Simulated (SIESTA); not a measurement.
Runs of SIESTA 5.4.2 on Ti. Symmetry: P6_3/mmc, No. 194, hexagonal system. Conventional cell: a = 2.950 Å, b = 2.950 Å, c = 4.680 Å, α = 90.00°, β = 90.00°, γ = 120.00°. Ti (site symmetry -6m2) has 12 Ti at 2.89 to 2.95 Å as nearest neighbours. 

```csv
level,gap on the mesh (eV),pressure (GPa)
optB88-vdW,none,-3.2
vdW-DF2,none,(a)
vdW-DF-C09,none,-5.8
VV10,none,(b)
vdW-DF-cx,none,-5.1
vdW-DF,none,1.4
```

Alike in all rows: task band structure; potentials or basis PseudoDojo 0.4 standard (PBE files), DZP (energy shift 0.003 Ry; two zetas on semicore shells); no spin polarisation; cell as given; k mesh 10 × 10 × 6; smearing fermi-dirac 0.05 eV; grid cutoff 800 Ry; energy shift 0.003 Ry.

Question: Estimate the missing entries.

Answer: (a) 2.4; (b) -1.4.

Caveats: the potentials were made for another functional, which shifts forces and pressure; the basis of atomic orbitals isn't converged, which shifts pressures, moduli and gaps; the non-local part is tabulated coarsely and may be off by about a percent (some runs).

A gap of «none» marks a metal or a gap under the smearing width.

Runs at the PBE level aren't shown here.
